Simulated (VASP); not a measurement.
# TiO2 (P4_2/mnm) in VASP: a series of runs

One crystal, TiO2, is run at these levels: PBE; tasks: single point.

Program: VASP 6.6.1. These are calculated values, not measurements. Logs are shortened: lines on timing, memory, paths and dates and some standing lists are left out, and cuts for length are marked.

## (1) The undisturbed crystal

Symmetry: P4_2/mnm, No. 136, tetragonal system. Conventional cell: a = 4.600 Å, b = 4.600 Å, c = 2.959 Å, α = 90.00°, β = 90.00°, γ = 90.00°. Ti (site symmetry mmm) is surrounded by 6 O at 1.95 to 1.98 Å. Around O (site symmetry m2m) lie 3 Ti at 1.95 to 1.98 Å.

The cell is a database's computed one.

## (2) Single point, PBE

INCAR reads:

```
  ADDGRID = False
  ALGO = Normal
  EDIFF = 1E-7
  ENCUT = 400
  GGA = PE
  ISIF = 2
  ISMEAR = 0
  LASPH = True
  LCHARG = False
  LREAL = False
  LWAVE = False
  NBANDS = 33
  NELM = 100
  PREC = Accurate
  SIGMA = 0.05
```

KPOINTS reads:

```
k-points
0
Gamma
  2 2 2
```

POSCAR reads:

```
TiO2
1.0
    4.5998373239      0.0000000000      0.0000000000
    0.0000000000      4.5998373239      0.0000000000
    0.0000000000      0.0000000000      2.9592135600
Ti O
2 4
Direct
    0.0158320000      0.0032400000      0.4722370000
    0.5214710000      0.5093840000      0.0048770000
    0.3233600000      0.3195450000      0.4593590000
    0.1957040000      0.8057180000      0.0434810000
    0.7872850000      0.2085030000     -0.0059320000
    0.6699180000      0.6742240000      0.5240680000
```

Potentials or basis: VASP PAW PBE potentials, release 64 (Ti_sv, O).

The run is started by

```bash
cat potpaw_PBE.64/Ti_sv/POTCAR potpaw_PBE.64/O/POTCAR > POTCAR
mpirun -np 1 vasp_std > vasp.out
```

OUTCAR:

```text
EDIFF = 1E-7
   ENCUT = 400
   GGA = PE
   ISIF = 2
   ISMEAR = 0
   LASPH = True
   LREAL = False
   NELM = 100
   PREC = Accurate

 Found      8 irreducible k-points:

 Following reciprocal coordinates:
            Coordinates               Weight
  0.000000  0.000000  0.000000      1.000000
  0.500000  0.000000  0.000000      1.000000
  0.000000  0.500000  0.000000      1.000000
  0.500000  0.500000  0.000000      1.000000
  0.000000  0.000000  0.500000      1.000000
  0.500000  0.000000  0.500000      1.000000
   k-points           NKPTS =      8   k-points in BZ     NKDIM =      8   number of bands    NBANDS=     33
   number of dos      NEDOS =    301   number of ions     NIONS =      6
   total plane-waves  NPLWV =  18000
   dimension x,y,z NGX =    30 NGY =   30 NGZ =   20
   dimension x,y,z NGXF=    60 NGYF=   60 NGZF=   40
   ions per type =               2   4
   NGX,Y,Z   is equivalent  to a cutoff of  10.84, 10.84, 11.24 a.u.
   NGXF,Y,Z  is equivalent  to a cutoff of  21.69, 21.69, 22.47 a.u.
 SYSTEM =  unknown system
   PREC   = accura    normal or accurate (medium, high low for compatibility)
   ISTART =      0    job   : 0-new  1-cont  2-samecut
   ICHARG =      2    charge: 1-file 2-atom 10-const
   ISPIN  =      1    spin polarized calculation?
   LNONCOLLINEAR =      F non collinear calculations
   LSORBIT =      F    spin-orbit coupling
   LASPH  =      T    aspherical Exc in radial PAW
   ENCUT  =  400.0 eV  29.40 Ry    5.42 a.u.   7.50  7.50  4.83*2*pi/ulx,y,z
   NELM   =    100;   NELMIN=  2; NELMDL= -5     # of ELM steps
   EDIFF  = 0.1E-06   stopping-criterion for ELM
   LREAL  =      F    real-space projection
   EDIFFG = 0.1E-05   stopping-criterion for IOM
   NSW    =      0    number of steps for IOM
   IBRION =     -1    ionic relax: 0-MD 1-quasi-New 2-CG
   NFREE  =      0    steps in history (QN), initial steepest desc. (CG)
   ISIF   =      2    stress and relaxation
   ISYM   =      2    0-nonsym 1-usesym 2-fastsym
   POTIM  = 0.5000    time-step for ionic-motion
   TEBEG  =    0.0;   TEEND  =   0.0 temperature during run
   PSTRESS=    0.0 pullay stress
   NELECT =      48.0000    total number of electrons
   NUPDOWN=      -1.0000    fix difference up-down
   EMIN   =  10.00;   EMAX   =-10.00  energy-range for DOS
   EFERMI =   0.00;   METHOD = LEGACY
   ISMEAR =     0;   SIGMA  =   0.05  broadening in eV -4-tet -1-fermi 0-gaus
   EFERMI_NEDOS =   21; number of points for ismear=-14 and -15
   IALGO  =     38    algorithm
   IMIX   =      4    mixing-type and parameters
     AMIX     =   0.40;   BMIX     =  1.00
     AMIX_MAG =   1.60;   BMIX_MAG =  1.00
  volume/ion in A,a.u.               =      10.44        70.42
  Fermi-wavevector in a.u.,A,eV,Ry     =   1.498309  2.831394 30.544140  2.244931
  Thomas-Fermi vector in A             =   2.610085
   LORBIT       =      0    0 simple, 1 ext, 2 COOP (PROOUT), +10 PAW based schemes
   GGA     = PE    functional components
   LHFCALC =     F    Hartree Fock is set to
   AEXX    =    0.0000 exact exchange contribution
   IVDW    =     0    specifies the selected vdW correction
   LEPSILON=     F    determine dielectric tensor
   LRPA    =     F    only Hartree local field effects (RPA)
 non-spin polarized calculation
 Gauss-broadening in eV      SIGMA  =   0.05
  energy-cutoff  :      400.00
  volume of cell :       62.61
 maximum number of plane-waves:      1170
   NGX = 15   NGY = 15   NGZ =  9

 number of electron      47.9999991 magnetization

 Free energy of the ion-electron system (eV)
  ---------------------------------------------------
  ext. energy  EPLUGINS =         0.00000000
  ---------------------------------------------------
  free energy    TOTEN  =       -52.22554979 eV

  energy without entropy =      -52.22554979  energy(sigma->0) =      -52.22554979

 E-fermi :   5.3825     XC(G=0): -11.3450

 val. band max:        4.9791866892   @ k =   0.0000   0.0000   0.0000
 cond. band min:       6.6624070908   @ k =   0.0000   0.5000   0.5000
 fundamental gap:      1.6832204016
 Fermi energy:         5.3825413248

 k-point     1 :       0.0000    0.0000    0.0000
  band No.  band energies     occupation
      1     -52.3748      2.00000
      2     -51.5074      2.00000
      3     -28.6717      2.00000
      4     -28.5306      2.00000
      5     -28.5012      2.00000
      6     -27.9059      2.00000
      7     -27.8065      2.00000
      8     -27.6857      2.00000
      9     -13.4460      2.00000
     10     -12.3905      2.00000
     11     -11.5521      2.00000
     12     -11.0346      2.00000
     13      -0.9983      2.00000
     14      -0.5987      2.00000
     15      -0.0810      2.00000
     16       0.4540      2.00000
     17       0.9472      2.00000
     18       2.0738      2.00000
     19       2.4338      2.00000
     20       2.9621      2.00000
     21       3.9434      2.00000
     22       4.0875      2.00000
     23       4.3721      2.00000
     24       4.9792      2.00000
     25       6.8166      0.00000
     26       7.1540      0.00000
     27       7.4171      0.00000
     28       7.7844      0.00000
     29       7.9906      0.00000
     30       9.1375      0.00000
     31       9.6933      0.00000
     32      10.9200      0.00000
     33      12.3182      0.00000

 k-point     2 :       0.5000    0.0000    0.0000
  band No.  band energies     occupation
      1     -52.3744      2.00000
      2     -51.5072      2.00000
      3     -28.6655      2.00000
      4     -28.5262      2.00000
      5     -28.4994      2.00000
      6     -27.9149      2.00000
      7     -27.8174      2.00000
      8     -27.6863      2.00000
      9     -12.9358      2.00000
     10     -12.6411      2.00000
     11     -11.7943      2.00000
     12     -11.1944      2.00000
     13      -0.4736      2.00000
     14      -0.1051      2.00000
     15       0.4583      2.00000
     16       0.8459      2.00000
     17       1.3768      2.00000
     18       1.5314      2.00000
     19       1.8745      2.00000
     20       2.5198      2.00000
     21       3.0613      2.00000
     22       3.6076      2.00000
     23       3.8101      2.00000
     24       4.2087      2.00000
     25       7.0822      0.00000
     26       7.4589      0.00000
     27       8.0579      0.00000
     28       8.4047      0.00000
     29       8.5179      0.00000
     30       9.1453      0.00000
     31       9.8403      0.00000
     32      10.6545      0.00000
     33      11.9762      0.00000

 k-point     3 :       0.0000    0.5000    0.0000
  band No.  band energies     occupation
      1     -52.3744      2.00000
      2     -51.5072      2.00000
      3     -28.6659      2.00000
      4     -28.5253      2.00000
      5     -28.4998      2.00000
      6     -27.9157      2.00000
      7     -27.8169      2.00000
      8     -27.6862      2.00000
      9     -12.9684      2.00000
     10     -12.5635      2.00000
     11     -11.8673      2.00000
     12     -11.1632      2.00000
     13      -0.4789      2.00000
     14      -0.1212      2.00000
     15       0.4684      2.00000
     16       0.8283      2.00000
     17       1.1911      2.00000
     18       1.8104      2.00000
     19       1.8278      2.00000
     20       2.5249      2.00000
     21       3.0651      2.00000
     22       3.5118      2.00000
     23       3.7002      2.00000
     24       4.4496      2.00000
     25       7.1065      0.00000
     26       7.4241      0.00000
     27       8.0125      0.00000
     28       8.4340      0.00000
     29       8.4826      0.00000
     30       9.1072      0.00000
     31       9.8435      0.00000
     32      10.6925      0.00000
     33      11.9370      0.00000

 k-point     4 :       0.5000    0.5000    0.0000
  band No.  band energies     occupation
      1     -52.3742      2.00000
      2     -51.5070      2.00000
      3     -28.6756      2.00000
      4     -28.5353      2.00000
      5     -28.5011      2.00000
      6     -27.9057      2.00000
      7     -27.8074      2.00000
      8     -27.6859      2.00000
      9     -12.9352      2.00000
     10     -12.7398      2.00000
     11     -11.6759      2.00000
     12     -11.1536      2.00000
     13      -0.9303      2.00000
     14      -0.6160      2.00000
     15       0.3974      2.00000
     16       0.8530      2.00000
     17       1.7787      2.00000
     18       1.8890      2.00000
     19       2.2932      2.00000
     20       2.9303      2.00000
     21       3.2400      2.00000
     22       3.7880      2.00000
     23       3.8304      2.00000
     24       4.1117      2.00000
     25       6.8047      0.00000
     26       7.1377      0.00000
     27       7.6129      0.00000
     28       7.8164      0.00000
     29       8.3597      0.00000
     30       9.3796      0.00000
     31       9.9801      0.00000
     32      11.0128      0.00000
     33      11.4763      0.00000

 k-point     5 :       0.0000    0.0000    0.5000
  band No.  band energies     occupation
      1     -52.3363      2.00000
      2     -51.4587      2.00000
      3     -28.9345      2.00000
      4     -28.5519      2.00000
      5     -28.4885      2.00000
      6     -28.3194      2.00000
      7     -27.7781      2.00000
      8     -27.7507      2.00000
      9     -12.3261      2.00000
     10     -12.0511      2.00000
     11     -11.7625      2.00000
     12     -11.3974      2.00000
     13       0.2142      2.00000
     14       0.3934      2.00000
     15       0.5812      2.00000
     16       1.1265      2.00000
     17       1.2500      2.00000
     18       1.5380      2.00000
     19       1.8040      2.00000
     20       2.2389      2.00000
     21       2.6606      2.00000
     22       2.8553      2.00000
     23       3.2598      2.00000
     24       3.7514      2.00000
     25       7.2492      0.00000
     26       7.8435      0.00000
     27       7.9309      0.00000
     28       8.2972      0.00000
     29       8.3532      0.00000
     30       9.3183      0.00000
     31       9.6018      0.00000
     32      10.4077      0.00000
     33      11.1623      0.00000

 k-point     6 :       0.5000    0.0000    0.5000
  band No.  band energies     occupation
      1     -52.3358      2.00000
      2     -51.4581      2.00000
      3     -28.9378      2.00000
      4     -28.5542      2.00000
      5     -28.5074      2.00000
      6     -28.2974      2.00000
      7     -27.7758      2.00000
      8     -27.7510      2.00000
      9     -12.4929      2.00000
     10     -12.1634      2.00000
     11     -11.5704      2.00000
     12     -11.2556      2.00000
     13      -0.5503      2.00000
     14      -0.0219      2.00000
     15       0.4919      2.00000
     16       1.3186      2.00000
     17       1.6309      2.00000
     18       1.9244      2.00000
     19       2.2735      2.00000
     20       2.4289      2.00000
     21       2.6272      2.00000
     22       2.7953      2.00000
     23       3.6628      2.00000
     24       4.0274      2.00000
     25       6.7363      0.00000
     26       7.0086      0.00000
     27       7.8513      0.00000
     28       8.1931      0.00000
     29       8.7200      0.00000
     30       9.2639      0.00000
     31       9.6029      0.00000
     32       9.9656      0.00000
     33      11.6455      0.00000

 [... further k-points ...]

------------------------ aborting loop because EDIFF is reached ----------------------------------------

  FORCE on cell =-STRESS in cart. coord.  units (eV):
  Direction    XX          YY          ZZ          XY          YZ          ZX
  --------------------------------------------------------------------------------------
  -------------------------------------------------------------------------------------
  Total        3.1223285      3.6105153      7.0541757     -0.1109283     -0.3167273     -3.0957698
  in kB       79.8965300     92.3886278    180.5076449     -2.8385172     -8.1046602    -79.2169266
  external PRESSURE =     117.5976009 kB  Pullay stress =       0.0000000 kB

 VOLUME and BASIS-vectors are now :
 -----------------------------------------------------------------------------
  energy-cutoff  :      400.00
  volume of cell :       62.61
      direct lattice vectors                 reciprocal lattice vectors
     4.599837324  0.000000000  0.000000000     0.217398993  0.000000000  0.000000000
     0.000000000  4.599837324  0.000000000     0.000000000  0.217398993  0.000000000
     0.000000000  0.000000000  2.959213560     0.000000000  0.000000000  0.337927622

 POSITION                                       TOTAL-FORCE (eV/Angst)
 -----------------------------------------------------------------------------------
      0.07282      0.01490      1.39745         0.114540      2.275432      0.092564
      2.39868      2.34308      0.01443        -0.749522     -1.846058      0.679176
      1.48740      1.46986      1.35934        -3.802895     -3.027521      1.621733
      0.90021      3.70617      0.12867        -0.826412      0.215497     -1.314709
      3.62138      0.95908      2.94166         1.758737     -1.840064      0.751073
      3.08151      3.10132      1.55083         3.505552      4.222713     -1.829836
 -----------------------------------------------------------------------------------
    total drift:                               -0.000301     -0.001069     -0.000830

  FREE ENERGIE OF THE ION-ELECTRON SYSTEM (eV)
  ---------------------------------------------------
  free  energy   TOTEN  =       -52.2255497900 eV

  energy  without entropy=      -52.2255497900  energy(sigma->0) =      -52.22554979
```

It took 13 s on 1 thread of Intel Xeon Platinum 8488C (Sapphire Rapids), shared host; peak memory 0.14 GiB.

These settings aren't checked as converged: the numbers below hold their error.

Results:

| Quantity | Value |
| --- | --- |
| Free energy | -52.2255 eV |
| Largest force | 5.785 eV/Å |
| Band gap on the k mesh | 1.68 eV, indirect (least direct gap 1.84 eV) |

Caveat: the k mesh is coarse (spacing up to 1.06 Å⁻¹), so the values aren't converged; the cutoff is under 1.25 times the usual one of these potentials, so pressure, stress and relaxed cells hold a basis-set (Pulay) error.

(Continued in part 2 of 2.)
